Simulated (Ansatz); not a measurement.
**WSi₂: strain energy, fitted**

WSi₂, I4/mmm, a = 3.202 Å, c = 7.816 Å. Ansatz: PBEsol, PAW, 420 eV, Γ-centred 12×12×6 mesh on 6 atoms, Gaussian smearing 0.10 eV; no spin polarisation. Series: uniaxial strain along a, with b, c and atoms relaxed; x is the strain in per cent. y is the free energy over the unstrained cell, V0 = 13.360 Å³/atom.

```
x (%) y (meV/atom)
 -4.5             ?
 -3.0         15.18
 -1.5          3.62
  0.0          0.00
  1.5          3.47
  3.0         13.73
  4.5         30.23
```

Fit y = c2 x² + c3 x³ to the other rows, turn c2 into a modulus, and predict the missing energy.

Least squares on the rows shown. y = 1.6067 x² − 0.025528 x³. In eV per unit strain² c2 is 16.07; this is Young's modulus along the axis (E = ½ Y V0 ε²): 2 × 16.07 × 160.2 / (13.360) = 385 GPa. At x = -4.5 the fit asked for gives 34.86 meV/atom. The run gave 35.26 meV/atom, so the fit is 0.40 meV/atom too low, 1.1 % of the span of the series, against an rms of 0.05 meV/atom on the fitted rows. The row lies outside the fitted range. With a term in x⁴ added, a fit to the same known rows predicts 35.19 meV/atom, so most of the miss is curvature that the known rows already hold.

Spin–orbit coupling is left out, which can shift energies with elements as heavy as these.